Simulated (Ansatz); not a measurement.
This Zr3SiO8 structure is the end of a relaxation. The cell was found from a structure generator's guess, not taken from experiment.

Level of theory: Ansatz, DFT PBE, scalar-relativistic, plane waves, PAW. Cutoff 420 eV, Γ-centred mesh, Gaussian smearing, no spin polarisation.

```yaml
crystal:
  lattice:
    - [5.01008, 0.00000, 0.00000]
    - [0.00000, 5.01008, 0.00000]
    - [0.00000, 0.00000, 5.01008]
  atoms:
    - { symbol: Zr, position: [0.00000, 0.00000, 0.50000] }
    - { symbol: Zr, position: [0.50000, 0.00000, 0.00000] }
    - { symbol: Zr, position: [0.00000, 0.50000, 0.00000] }
    - { symbol: Si, position: [0.50000, 0.50000, 0.50000] }
    - { symbol: O, position: [0.25950, 0.25950, 0.74050] }
    - { symbol: O, position: [0.74050, 0.25950, 0.25950] }
    - { symbol: O, position: [0.25950, 0.74050, 0.25950] }
    - { symbol: O, position: [0.74050, 0.74050, 0.74050] }
    - { symbol: O, position: [0.74050, 0.74050, 0.25950] }
    - { symbol: O, position: [0.25950, 0.74050, 0.74050] }
    - { symbol: O, position: [0.74050, 0.25950, 0.74050] }
    - { symbol: O, position: [0.25950, 0.25950, 0.25950] }
```

Formation energies are uncorrected and refer to the elements' standard structures at the same level (O₂ as a molecule).

Question: What space group does it have?

Answer: Pm-3m (No. 221), with Zr and Si ordered on fluorite sites. Conventional cell: a = 5.010 Å. Zr has 8 O at 2.20 Å; Si is surrounded by 8 O at 2.09 Å; O is surrounded by 1 Si at 2.09 Å, 3 Zr at 2.20 Å, 3 O at 2.41 Å and 3 O at 2.60 Å.

Question: What is its formation energy per atom?

Answer: −2.77 eV/atom.

Question: Is it a metal?

Answer: There is no gap on the 8×8×8 mesh, but valence and conduction bands overlap by only 0.03 eV, so at this level it is a semimetal.

The last run used an 8×8×8 mesh for its 12-atom cell and Gaussian smearing of 0.10 eV. The zero gap may come from the functional, which often closes small gaps, or the cell may be a true semimetal. Symmetry constrained the relaxation, so the result can be a saddle point. Another cell of Zr3SiO8 relaxed alike, in P-43m, lies 0.44 eV/atom lower, so this cell isn't the stable form at this level.
